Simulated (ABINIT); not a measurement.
Set up this calculation in ABINIT 10.8.3 (patched build), as the native input.

```yaml
Task: single point
Functional: PBE
Potentials_or_basis: JTH PAW PBE v2.0
Cutoff: 707 eV
k_mesh: 7 × 7 × 4
Occupations: fermi-dirac, width 0.05 eV
Spin: no spin polarisation
Fine-grid_cutoff: 1306.15 eV
```

Crystal: CdSe (Cadmoselite).

```
Cd Se
1.0
     4.30000    0.00000    0.00000
    -2.15000    3.72391    0.00000
     0.00000    0.00000    7.02000
Cd Se
2 2
Cartesian
  2.1500 1.2413 3.5100
  0.0000 2.4826 0.0000
  2.1500 1.2413 6.2127
  0.0000 2.4826 2.7027
```

These files were run (other wordings do the same):

run.abi

```
pp_dirpath "./"
pseudos "Cd.GGA_PBE-JTH.xml, Se.GGA_PBE-JTH.xml"

acell 4.3 4.3 7.02 Angstrom
rprim
     1.0000000000     0.0000000000     0.0000000000
    -0.5000000000     0.8660254038     0.0000000000
     0.0000000000     0.0000000000     1.0000000000
ntypat 2
znucl 48 34
natom 4
typat 1 1 2 2
xcart
     4.0629111684     2.3457228563     6.6329386974
    -0.0000000004     4.6914457133     0.0000000000
     4.0629111684     2.3457228563    11.7403014945
    -0.0000000004     4.6914457133     5.1073627970

ecut 26.0
pawecutdg 48.0
pawxcdev 0

kptopt 1
ngkpt 7 7 4
nshiftk 1
shiftk 0.0 0.0 0.0

ixc 11

nband 22
occopt 3
tsmear 0.05 eV

nstep 100
tolvrs 1.0e-9

iomode 3
prtwf 0
prteig 0
prtebands 0
enunit 2
prtvol 2
prtden 1
prtvha 1
prtvclmb 1
prtpot 1
```

Potentials or basis: JTH PAW PBE v2.0.

Run with:

```console
$ abinit run.abi > log 2>&1
```

It gave:

```json
{
 "Pressure": "2.9 GPa",
 "Largest force": "0.285 eV/Å",
 "Band gap on the k mesh": "0.69 eV, direct",
 "Valence electrons inside the program's atomic spheres": "Cd 10.45; Se 3.97"
}
```

Run time: 2.1 min on 1 thread of Arm Neoverse V1, with other jobs on the host, peak memory 0.27 GiB.
